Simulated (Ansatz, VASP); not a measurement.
One calculation of Se, two programs

INCAR

```
PREC = Accurate ; ENCUT = 520
EDIFF = 1E-7 ; ISMEAR = -1
SIGMA = 0.1 ; LREAL = False
LASPH = True ; NELM = 80
ALGO = Normal ; ISIF = 2
LWAVE = False ; LCHARG = False
NBANDS = 9
```

The input KPOINTS:

```
regular mesh
0
Gamma
  14 14 14
```

POSCAR

```
Se
1.0
    0.0000000000      2.0589813471      2.0589813471
    2.0589813471      0.0000000000      2.0589813471
    2.0589813471      2.0589813471      0.0000000000
Se
1
Direct
    0.0000000000      0.0000000000      0.0000000000
```

Input for Ansatz:

```yaml
crystal:
  lattice:
    - [0.0, 2.0589813471, 2.0589813471]
    - [2.0589813471, 0.0, 2.0589813471]
    - [2.0589813471, 2.0589813471, 0.0]
  atoms:
    - { symbol: Se, position: [0.0, 0.0, 0.0] }
hamiltonian:
  xc: lda
  pseudopotentials:
    kind: paw
    azcp:
      Se: "pseudopotentials/Se.paw.azcp"
basis:
  ecutwfc: 420
  fft_grid_basis: typed
kpoints:
  mp_grid: { grid: [14, 14, 14], shift: [0, 0, 0] }
magnetization:
  spin_polarized: false
scf:
  occupations: { method: fermi_dirac, width: 0.1 }
  lower_state_search: "off"
output:
  stress: true
```

Alike in both runs: task single point; functional LDA; k mesh 14 × 14 × 14; occupations fermi-dirac, width 0.1 eV; no spin polarisation.

|  | VASP | Ansatz |
| --- | --- | --- |
| version | VASP 6.6.1 | Ansatz 0.2.0 |
| potentials or method | VASP PAW LDA potentials, release 64 (Se) | plane waves (420 eV) with PAW, scalar-relativistic |
| plane-wave cutoff (eV) | 520 | 420 |
| valence electrons in the cell | 6 | 16 |

Ansatz gave:

| Item | Value |
| --- | --- |
| pressure (GPa) | 8.3 |

Problem. Which values does VASP return?

Solution. Pressure (GPa): 8.6.

The two sets of potentials don't hold the same shells in valence. Ansatz warned: «pseudo_functional_mismatch».
